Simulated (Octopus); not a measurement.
Runs of Octopus 16.4 on BN. The structure is cubic, space group F-43m (No. 216). Conventional cell: a = 3.626 Å, b = 3.626 Å, c = 3.626 Å, α = 90.00°, β = 90.00°, γ = 90.00°. N (site symmetry -43m) has 4 B at 1.57 Å as nearest neighbours. B (site symmetry -43m) is surrounded by 4 N at 1.57 Å. The cell is a database's computed one.

| task | level | potentials or basis | k mesh | eigensolver | convRelDens | grid spacing | gap on the mesh (eV) | V0 of scaled cells (Å³/atom) | B0 (GPa) |
| --- | --- | --- | --- | --- | --- | --- | --- | --- | --- |
| equation of state | PBE | pseudodojo_pbe (PseudoDojo 0.5, PBE) | 13 × 13 × 13 | chebyshev_filter | 3e-07 | - | - | 5.95 | (b) |
| band structure | PBEsol | sg15 (PBE) | 9 × 9 × 9 | rmmdiis | 1e-06 | 0.151 Å | 4.45 | - | - |
| single point | PBEsol | pseudodojo_pbesol (PseudoDojo 0.4, PBEsol) | 13 × 13 × 13 | chebyshev_filter | 3e-07 | 0.128 Å | (a) | - | - |
| single point | PBE | pseudodojo_pbe (PseudoDojo 0.5, PBE) | 13 × 13 × 13 | chebyshev_filter | 3e-07 | 0.128 Å | 4.60 | - | - |
| equation of state | PBEsol | pseudodojo_pbesol (PseudoDojo 0.4, PBEsol) | 13 × 13 × 13 | chebyshev_filter | 3e-07 | - | - | 5.87 | 382 |

Alike in all rows: no spin polarisation; cell as given; smearing fermi-dirac 0.05 eV.

Q: Fill in the values left out.

A: (a) 4.41; (b) 367.

Caveats: the number of grid points is fixed, so the spacing changes with the cell, which shifts volumes and moduli (some runs); an odd mesh through Γ misses points on the zone boundary, where band edges often lie (some runs); the potentials were made for another functional, which shifts forces and pressure (some runs); the mesh misses the band edges, which the band path finds closer together (some runs).

Not every run made on this cell is shown here.
